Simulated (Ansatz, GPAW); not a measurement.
## One calculation of Ni, 3 ways

```
Ni
1.0
     0.00000    1.73757    1.73757
     1.73757    0.00000    1.73757
     1.73757    1.73757    0.00000
Ni
1
Direct
  0.00000 0.00000 0.00000
```

Alike in all runs: task single point; functional PBE; k mesh 13 × 13 × 13; occupations gaussian, width 0.015 eV; collinear spin, ferromagnetic start; no spin-orbit coupling. Pressure is positive in compression and, in plane waves, holds the error of the finite cutoff, which Ansatz's Pulay term estimates and takes out.

```json
{"program and potentials": "Ansatz, Ansatz PAW", "plane-wave cutoff (eV)": "420", "notes": "18 valence electrons an atom on average; Pulay term of +0.06 GPa included", "pressure (GPa)": "8.01", "net moment per atom (μB)": "0.64"}
{"program and potentials": "Ansatz, all-electron LAPW, scalar-relativistic", "plane-wave cutoff (eV)": "-", "notes": "-", "pressure (GPa)": "7.98", "net moment per atom (μB)": "0.64"}
{"program and potentials": "GPAW, GPAW PAW data sets (gpaw-data 1.2.1)", "plane-wave cutoff (eV)": "600", "notes": "16 valence electrons an atom on average; this data set often lies off other programs", "pressure (GPa)": "10.46", "net moment per atom (μB)": "0.64"}
```

The pressure spans 7.98 (Ansatz, all-electron LAPW, scalar-relativistic) to 10.46 GPa (GPAW, GPAW PAW data sets (gpaw-data 1.2.1)), with all-electron results at 7.98. All agree on the net moment per atom. The state is the one that the start led to, which needn't be the lowest.

Differences between rows come from potentials, basis sets and numerical settings, since the functional is the same but for its coding. Runs on potential files found faulty are left out.

All three runs put the cell under compression, so ferromagnetic nickel would expand from this volume with this functional. In a late transition metal, the outward push of the compressed sp electrons competes with the cohesive pull of the d band, and at this spacing the push wins. The Ansatz PAW pressure of 8.01 GPa all but matches the all-electron 7.98 GPa, whereas GPAW gives 10.46 GPa. Its smaller valence suggests that the 3s shell is frozen in the core, which may contribute, though other features of the data set could do the same.

The moment of 0.64 μB doesn't follow this spread. Nickel is a strong ferromagnet: its majority d states are essentially full, so the moment is governed mainly by the holes in the minority d band and responds little to small changes in the potential. Agreement on the moment is therefore a weak test of the equation of state. Without a non-magnetic run at the same volume, the magnetic contribution to the pressure remains undetermined.
